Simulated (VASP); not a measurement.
# How uniaxial stress along [0001] changes SiC (P6_3mc)

Wanted: the response of SiC to uniaxial stress along [0001], as a table, with a fit that predicts a row left out.

Method: LDA; plane waves and PAW (Si, C), in the first sound run; inputs show where later runs differ, in VASP 6.6.1.

### Step 1. The structure

The structure is hexagonal, space group P6_3mc (No. 186). Conventional cell: a = 3.058 Å, b = 3.058 Å, c = 5.018 Å, α = 90.00°, β = 90.00°, γ = 120.00°. Nearest to Si lie 4 C at 1.87 to 1.89 Å. Nearest to C lie 4 Si at 1.87 to 1.89 Å. Farther neighbours are not listed.

As a file:

```xyz
4
Lattice="3.0576 0.0000 0.0000 -1.5288 2.6480 0.0000 0.0000 0.0000 5.0183" Properties=species:S:1:pos:R:3 pbc="T T T"
Si    0.0000    1.7653    0.0030
Si    1.5288    0.8827    2.5121
C     0.0000    1.7653    1.8889
C     1.5288    0.8827    4.3980
```

### Step 2. Relax the crystal, LDA

The series starts from the cell that this level prefers, so that zero strain is near zero stress.

Level: LDA; plane waves and PAW (Si, C).

Input file INCAR:

```
SYSTEM = SiC
PREC = Accurate
ENCUT = 600
EDIFF = 1E-07
NELM = 120
ISMEAR = 0
SIGMA = 0.02
LREAL = .FALSE.
ALGO = Normal
GGA = CA
NBANDS = 14
LASPH = .TRUE.
LORBIT = 11
LWAVE = .FALSE.
LCHARG = .FALSE.
KPAR = 16
IBRION = 2
NSW = 40
ISIF = 3
EDIFFG = -0.005
POTIM = 0.4
```

Input file POSCAR:

```
SiC
1.0
    3.0575921484      0.0000000000      0.0000000000
   -1.5287960742      2.6479524749      0.0000000000
    0.0000000000      0.0000000000      5.0182537258
Si C
2 2
Direct
    0.3333333333      0.6666666667      0.0005933873
    0.6666666667      0.3333333333      0.5005933873
    0.3333333333      0.6666666667      0.3764066127
    0.6666666667      0.3333333333      0.8764066127
```

Input file KPOINTS:

```
Automatic mesh
0
Gamma
11 11 6
0 0 0
```

The projector-augmented-wave data sets are Si and C (LDA family, release 64).

Launch:

```bash
mpirun -np 16 vasp_std
```

Log:

```text
[banner, memory and clock lines left out]
running   16 mpi-ranks, on    1 nodes
[...]
|                                                                             |
|           W    W    AA    RRRRR   N    N  II  N    N   GGGG   !!!           |
|           W    W   A  A   R    R  NN   N  II  NN   N  G    G  !!!           |
|           W    W  A    A  R    R  N N  N  II  N N  N  G       !!!           |
|           W WW W  AAAAAA  RRRRR   N  N N  II  N  N N  G  GGG   !            |
|           WW  WW  A    A  R   R   N   NN  II  N   NN  G    G                |
|           W    W  A    A  R    R  N    N  II  N    N   GGGG   !!!           |
|                                                                             |
|     For optimal performance we recommend to set                             |
|       NCORE = 2 up to number-of-cores-per-socket                            |
|     NCORE specifies how many cores store one orbital (NPAR=cpu/NCORE).      |
|     This setting can greatly improve the performance of VASP for DFT.       |
[...]
|     Unfortunately you need to use the default for GW and RPA                |
|     calculations (for HF NCORE is supported but not extensively tested      |
|     yet).                                                                   |
|                                                                             |

 LDA part: xc-table for (Slater(with rela. corr.)+CA(PZ))
 , standard interpolation
 POSCAR, INCAR and KPOINTS ok, starting setup
[...]
entering main loop
       N       E                     dE             d eps       ncg     rms          rms(c)
DAV:   1     0.303779419725E+02    0.30378E+02   -0.80120E+03  1792   0.115E+03
DAV:   2    -0.344773241675E+02   -0.64855E+02   -0.58934E+02  2460   0.181E+02
DAV:   3    -0.374463577675E+02   -0.29690E+01   -0.29524E+01  2500   0.370E+01
DAV:   4    -0.374762122197E+02   -0.29854E-01   -0.29847E-01  2008   0.445E+00
[...]
DAV:  12    -0.332802376457E+02    0.11915E-05   -0.29150E-06  2266   0.107E-02    0.659E-03
DAV:  13    -0.332802373068E+02    0.33882E-06   -0.12694E-06  2356   0.666E-03    0.140E-03
DAV:  14    -0.332802373117E+02   -0.48783E-08   -0.52500E-08  1244   0.186E-03
   1 F= -.33280237E+02 E0= -.33280237E+02  d E =-.332802E+02
[...]
reached required accuracy - stopping structural energy minimisation
```

Elapsed: 2.2 s, on 16 MPI ranks of Intel Xeon 6975P-C (Granite Rapids), shared host; peak memory 2.7 GiB; 24 s of CPU time.

The logs omit lines about the potential files and the build; timing stands in the text.

OUTCAR, selected parts (step 2):

```text
  Total       -0.0080484     -0.0080484     -0.0117522      0.0000000      0.0000000     -0.0000000
  in kB       -0.3173802     -0.3173802     -0.4634344      0.0000000      0.0000000     -0.0000000
  external PRESSURE =      -0.3660649 kB  Pullay stress =       0.0000000 kB

 POSITION                                       TOTAL-FORCE (eV/Angst)
 -----------------------------------------------------------------------------------
     -0.00000      1.76530      0.00298         0.000000     -0.000000      0.001096
      1.52880      0.88265      2.51210        -0.000000      0.000000      0.001096
     -0.00000      1.76530      1.88890        -0.000000     -0.000000     -0.001096
      1.52880      0.88265      4.39803         0.000000      0.000000     -0.001096
 -----------------------------------------------------------------------------------
    total drift:                               -0.000000      0.000000     -0.000054

  FREE ENERGIE OF THE ION-ELECTRON SYSTEM (eV)
  ---------------------------------------------------
  free  energy   TOTEN  =       -33.2802373117 eV

  energy  without entropy=      -33.2802373117  energy(sigma->0) =      -33.28023731

 reached required accuracy - stopping structural energy minimisation

[... 3 further parts left out ...]
[key lines of the parts left out:]
E-fermi :   8.5442
```

This run gave:

```
energy(sigma→0) of the program : -33.2802 eV
stress, compression positive   : xx, yy, zz -0.03, -0.03, -0.05 GPa
volume                         : 40.630 Å³
ionic steps                    : 1
```

### Step 3. Strain across the axis, LDA

One member in full: the axis is strained by -0.5 %, and the two directions across it are strained alike until their mean stress is under 0.012 GPa or five steps are spent.

Level: LDA; plane waves and PAW (Si, C).

INCAR, as its differences from that of step 2:

```diff
@@ -15,7 +15,7 @@
 LCHARG = .FALSE.
-KPAR = 16
-IBRION = 2
-NSW = 40
-ISIF = 3
-EDIFFG = -0.005
-POTIM = 0.4
+KPAR = 4
+IBRION = 1
+NSW = 25
+ISIF = 2
+EDIFFG = -0.004
+POTIM = 0.3
```

Input file POSCAR:

```
SiC
1.0
    3.0588581430      0.0000000000      0.0000000000
   -1.5294290720      2.6490488590      0.0000000000
    0.0000000000      0.0000000000      4.9931624570
Si C
2 2
Direct
    0.3333333333      0.6666666667      0.0003001332
    0.6666666667      0.3333333333      0.5003001332
    0.3333333333      0.6666666667      0.3766998668
    0.6666666667      0.3333333333      0.8766998668
```

KPOINTS is that of step 2.

Launch:

```bash
mpirun -np 4 vasp_std
```

Log:

```text
[banner, memory and clock lines left out]
running    4 mpi-ranks, on    1 nodes
[...]
LDA part: xc-table for (Slater(with rela. corr.)+CA(PZ))
 , standard interpolation
 POSCAR, INCAR and KPOINTS ok, starting setup
[...]
entering main loop
       N       E                     dE             d eps       ncg     rms          rms(c)
DAV:   1     0.319449088624E+02    0.31945E+02   -0.79768E+03  1792   0.115E+03
DAV:   2    -0.343415107924E+02   -0.66286E+02   -0.60635E+02  2502   0.183E+02
DAV:   3    -0.374715057723E+02   -0.31300E+01   -0.31127E+01  2500   0.376E+01
DAV:   4    -0.375021849748E+02   -0.30679E-01   -0.30673E-01  2008   0.456E+00
[...]
DAV:  12    -0.332782916755E+02    0.11883E-05   -0.29382E-06  2230   0.107E-02    0.641E-03
DAV:  13    -0.332782913320E+02    0.34346E-06   -0.12562E-06  2368   0.662E-03    0.136E-03
DAV:  14    -0.332782913375E+02   -0.54154E-08   -0.51572E-08  1250   0.185E-03
   1 F= -.33278291E+02 E0= -.33278291E+02  d E =-.332783E+02
 BRION: g(F)=  0.274E-06 g(S)=  0.000E+00
 reached required accuracy - stopping structural energy minimisation
```

It took 4.7 s on 4 MPI ranks; peak memory 0.6 GiB.

Parts of OUTCAR (step 3):

```text
  Total       -0.0004857     -0.0004857      0.6977038      0.0000000      0.0000000      0.0000000
  in kB       -0.0192322     -0.0192322     27.6284593      0.0000000      0.0000000      0.0000000
  external PRESSURE =       9.1966650 kB  Pullay stress =       0.0000000 kB

 POSITION                                       TOTAL-FORCE (eV/Angst)
 -----------------------------------------------------------------------------------
     -0.00000      1.76603      0.00150         0.000000     -0.000000     -0.001539
      1.52943      0.88302      2.49808        -0.000000      0.000000     -0.001539
     -0.00000      1.76603      1.88092        -0.000000      0.000000      0.001539
      1.52943      0.88302      4.37750        -0.000000     -0.000000      0.001539
 -----------------------------------------------------------------------------------
    total drift:                               -0.000000      0.000000     -0.000091

  FREE ENERGIE OF THE ION-ELECTRON SYSTEM (eV)
  ---------------------------------------------------
  free  energy   TOTEN  =       -33.2782913375 eV

  energy  without entropy=      -33.2782913375  energy(sigma->0) =      -33.27829134

[... 2 parts as in an earlier step ...]

[... 2 further parts left out ...]
[key lines of the parts left out:]
E-fermi :   8.6102
```

Numbers from this step:

```
energy(sigma→0) of the program : -33.2783 eV
stress, compression positive   : xx, yy, zz 0.00, 0.00, 2.76 GPa
ionic steps                    : 1
```

### Step 4. Band edges, TB-mBJ with spin-orbit coupling

Short lines in KPOINTS_OPT sample the zone centre along and across the axis, for masses, and the other valleys.

Level: TB-mBJ, spin-orbit coupling; plane waves and PAW (Si, C).

TB-mBJ has no energy functional, so the total energy, stress and pressure in this output mean nothing.

Input file INCAR:

```
SYSTEM = SiC
PREC = Accurate
ENCUT = 600
EDIFF = 1E-06
NELM = 150
ISMEAR = 0
SIGMA = 0.02
LREAL = .FALSE.
ALGO = Normal
METAGGA = MBJ
LASPH = .TRUE.
LNONCOLLINEAR = .TRUE.
MAGMOM = 0 0 0 0 0 0 0 0 0 0 0 0
NBANDS = 26
GGA_COMPAT = .FALSE.
LSORBIT = .TRUE.
LWAVE = .FALSE.
LCHARG = .FALSE.
KPAR = 4
```

POSCAR is that of step 3.

Input file KPOINTS:

```
Automatic mesh
0
Gamma
9 9 5
0 0 0
```

Input file KPOINTS_OPT:

```
Line mode
6
Line-mode
Reciprocal
  0.00000000   0.00000000   0.00000000
  0.00000000   0.00000000   0.03973432

  0.00000000   0.00000000   0.00000000
 -0.02434162   0.01217081   0.00000000

  0.50000000   0.00000000   0.00000000
  0.50000000   0.00000000   0.50000000

  0.33333333   0.33333333   0.00000000
  0.33333333   0.33333333   0.50000000
```

Launch:

```bash
mpirun -np 4 vasp_ncl
```

Log:

```text
[banner, memory and clock lines left out]
running    4 mpi-ranks, on    1 nodes
[...]
|                                                                             |
|               ----> ADVICE to this user running VASP <----                  |
|                                                                             |
|     You enforced a specific xc type in the INCAR file but a different       |
|     [... a line on the potential file left out ...]
|     I HOPE YOU KNOW WHAT YOU ARE DOING!                                     |
|                                                                             |

 LDA part: xc-table for (None), standard interpolation
 POSCAR, INCAR and KPOINTS ok, starting setup
[...]
entering main loop
       N       E                     dE             d eps       ncg     rms          rms(c)
DAV:   1     0.324991568650E+02    0.32499E+02   -0.79292E+03  3120   0.125E+03
DAV:   2    -0.400958454412E+02   -0.72595E+02   -0.67148E+02  4188   0.207E+02
DAV:   3    -0.437891958227E+02   -0.36934E+01   -0.36700E+01  4192   0.425E+01
DAV:   4    -0.438313192894E+02   -0.42123E-01   -0.42079E-01  3960   0.537E+00
[...]
DAV:  33    -0.347694667952E+02    0.39350E-05   -0.18562E-11  1632   0.454E-05    0.136E-05
DAV:  34    -0.347694592746E+02    0.75206E-05   -0.10436E-11  1632   0.264E-05    0.649E-06
DAV:  35    -0.347694602386E+02   -0.96398E-06   -0.76689E-12  1632   0.235E-05
   1 F= -.34769460E+02 E0= -.34769460E+02  d E =-.139359E-31  mag=    -0.0000     0.0000     0.0000
 Start KPOINTS_OPT (optional k-point list driver)
k-point batch [1-24\24]
       N       E                     dE             ncg
DAV:   1     0.297684255675E+04   -0.59341E+04     1248
DAV:   2     0.123995942491E+04   -0.17369E+04     1710
DAV:   3     0.116013127078E+04   -0.79828E+02     1654
DAV:   4     0.115931160346E+04   -0.81967E+00     1544
DAV:   5     0.115929739867E+04   -0.14205E-01     1544
DAV:   6     0.115929700053E+04   -0.39814E-03     1540
DAV:   7     0.115929698609E+04   -0.14440E-04     1392
DAV:   8     0.115929698553E+04   -0.56901E-06     1156
```

The job ended after 80 s (4 MPI ranks; peak memory 1.6 GiB).

OUTCAR, selected parts (step 4):

```text
  LATTYP: Found a hexagonal cell.
 ALAT       =     3.0588581430
 C/A-ratio  =     1.6323615622

 Subroutine GETGRP returns: Found 12 space group operations
 (whereof  6 operations were pure point group operations)

The static configuration has the point symmetry C_3v.
 The point group associated with its full space group is C_6v.

 Found     60 irreducible k-points:

   k-points           NKPTS =     60   k-points in BZ     NKDIM =     60   number of bands    NBANDS=     26

   dimension x,y,z NGX =    24 NGY =   24 NGZ =   40
   dimension x,y,z NGXF=    48 NGYF=   48 NGZF=   80

   ENCUT  =  600.0 eV  44.10 Ry    6.64 a.u.   6.11  6.11  9.97*2*pi/ulx,y,z

   NELECT =      16.0000    total number of electrons

 E-fermi :   8.6114

 k-point     1 :       0.0000    0.0000    0.0000
  band No.  band energies     occupation
    ...
     12       8.3804      1.00000
     13       8.4444      1.00000
     14       8.4444      1.00000
     15       8.4528      1.00000
     16       8.4528      1.00000
     17      14.1495      0.00000
     18      14.1495      0.00000
     19      15.7699      0.00000
     20      15.7699      0.00000
     21      15.9341      0.00000
    ...

 k-point     2 :       0.1111    0.0000    0.0000
  band No.  band energies     occupation
    ...
     12       7.6716      1.00000
     13       8.2207      1.00000
     14       8.2264      1.00000
     15       8.3114      1.00000
     16       8.3116      1.00000
     17      14.6022      0.00000
     18      14.6059      0.00000
     19      15.6947      0.00000
     20      15.7059      0.00000
     21      16.2752      0.00000
    ...

  Total       23.3939429     23.3939429     24.2845406     -0.0000000     -0.0000000      0.0000000
  in kB      926.3796507    926.3796511    961.6465389     -0.0000002     -0.0000000      0.0000000
  external PRESSURE =     938.1352802 kB  Pullay stress =       0.0000000 kB

 POSITION                                       TOTAL-FORCE (eV/Angst)
 -----------------------------------------------------------------------------------
     -0.00000      1.76603      0.00150        -0.000000      0.000000      0.026270
      1.52943      0.88302      2.49808         0.000000     -0.000000      0.026270
     -0.00000      1.76603      1.88092         0.000000      0.000000     -0.026270
      1.52943      0.88302      4.37750        -0.000000      0.000000     -0.026270
 -----------------------------------------------------------------------------------
    total drift:                               -0.000000      0.000000      0.134979

  FREE ENERGIE OF THE ION-ELECTRON SYSTEM (eV)
  ---------------------------------------------------
  free  energy   TOTEN  =       -34.7694602386 eV

  energy  without entropy=      -34.7694602386  energy(sigma->0) =      -34.76946024

 Spin-Orbit-Coupling matrix elements
 Ion:    1  E_soc:     -0.0002803
 Ion:    2  E_soc:     -0.0002803
 Ion:    3  E_soc:     -0.0000144
 Ion:    4  E_soc:     -0.0000144

[... 1 part as in an earlier step ...]

[... 7 further parts left out ...]
```

### Step 5. Band edges, r2SCAN

Short lines in KPOINTS_OPT sample the zone centre along and across the axis, for masses, and the other valleys.

Level: r2SCAN; plane waves and PAW (Si, C).

Input file INCAR:

```
SYSTEM = SiC
PREC = Accurate
ENCUT = 600
EDIFF = 1E-06
NELM = 100
ISMEAR = 0
SIGMA = 0.02
LREAL = .FALSE.
ALGO = Normal
METAGGA = R2SCAN
LASPH = .TRUE.
NBANDS = 13
LWAVE = .FALSE.
LCHARG = .FALSE.
KPAR = 4
```

POSCAR is that of step 4.

KPOINTS is that of step 4.

KPOINTS_OPT is that of step 4.

Launch:

```bash
mpirun -np 4 vasp_std
```

Log:

```text
[banner, memory and clock lines left out]
running    4 mpi-ranks, on    1 nodes
[...]
[... a notice as in an earlier step ...]

 LDA part: xc-table for (None), standard interpolation
 POSCAR, INCAR and KPOINTS ok, starting setup
[...]
entering main loop
       N       E                     dE             d eps       ncg     rms          rms(c)
DAV:   1    -0.520899344827E+02   -0.52090E+02   -0.83709E+03   936   0.128E+03
DAV:   2    -0.121858309515E+03   -0.69768E+02   -0.63640E+02  1343   0.197E+02
DAV:   3    -0.125058987773E+03   -0.32007E+01   -0.31833E+01  1286   0.402E+01
DAV:   4    -0.125091181662E+03   -0.32194E-01   -0.32185E-01  1116   0.499E+00
[...]
DAV:  10    -0.118818742322E+03   -0.85257E-04   -0.14316E-04  1131   0.987E-02    0.337E-02
DAV:  11    -0.118818748521E+03   -0.61995E-05   -0.22441E-05  1221   0.443E-02    0.795E-03
DAV:  12    -0.118818748918E+03   -0.39674E-06   -0.11217E-06   863   0.976E-03
   1 F= -.11881875E+03 E0= -.11881875E+03  d E =-.671323E-19
 Start KPOINTS_OPT (optional k-point list driver)
k-point batch [1-24\24]
       N       E                     dE             ncg
DAV:   1     0.293600402034E+04   -0.65444E+04      624
DAV:   2     0.116518265231E+04   -0.17708E+04      900
DAV:   3     0.108275738600E+04   -0.82425E+02      849
DAV:   4     0.108181364325E+04   -0.94374E+00      779
DAV:   5     0.108179572895E+04   -0.17914E-01      849
DAV:   6     0.108179511546E+04   -0.61348E-03      769
DAV:   7     0.108179508858E+04   -0.26883E-04      772
DAV:   8     0.108179508726E+04   -0.13182E-05      625
DAV:   9     0.108179508714E+04   -0.11749E-06      572
```

The job ended after 12 s (4 MPI ranks; peak memory 0.67 GiB; 42 s of CPU time).

OUTCAR, selected parts (step 5):

```text
  Total        0.6006560      0.6006560      1.3469392     -0.0000000      0.0000000      0.0000000
  in kB       23.7854499     23.7854500     53.3376127     -0.0000000      0.0000000      0.0000000
  external PRESSURE =      33.6361709 kB  Pullay stress =       0.0000000 kB

 POSITION                                       TOTAL-FORCE (eV/Angst)
 -----------------------------------------------------------------------------------
     -0.00000      1.76603      0.00150        -0.000000     -0.000000      0.000912
      1.52943      0.88302      2.49808         0.000000      0.000000      0.000912
     -0.00000      1.76603      1.88092        -0.000000     -0.000000     -0.000912
      1.52943      0.88302      4.37750         0.000000     -0.000000     -0.000912
 -----------------------------------------------------------------------------------
    total drift:                               -0.000000      0.000000      0.000730

  FREE ENERGIE OF THE ION-ELECTRON SYSTEM (eV)
  ---------------------------------------------------
  free  energy   TOTEN  =      -118.8187489181 eV

  energy  without entropy=     -118.8187489181  energy(sigma->0) =     -118.81874892

[... 1 part as in an earlier step ...]

[... 2 further parts left out ...]
[key lines of the parts left out:]
E-fermi :   8.6434
```

Numbers from this step:

```
energy(sigma→0) of the program : -118.8187 eV
stress, compression positive   : xx, yy, zz 2.38, 2.38, 5.33 GPa
```

The run ends at a pressure of 3.36 GPa, with forces up to 9.1e-4 eV/Å.

(Continued in part 2 of 2.)

[Lines on the potential files, build, host, timing and source positions are cut from VASP's logs without a mark.]

[Logs are printed without paths, hosts, clocks, repeated set-up lines and the standing remarks that a program may print on its own settings, such as how far it seeks lower states.]

[Hosts, paths, dates, database ids (printed as entryN), source tags and the programs' standing remarks are cut or masked in the printed files.]

[In band tables of VASP the shares of atoms and orbitals are scaled to a sum of 1 inside the atoms' spheres.]
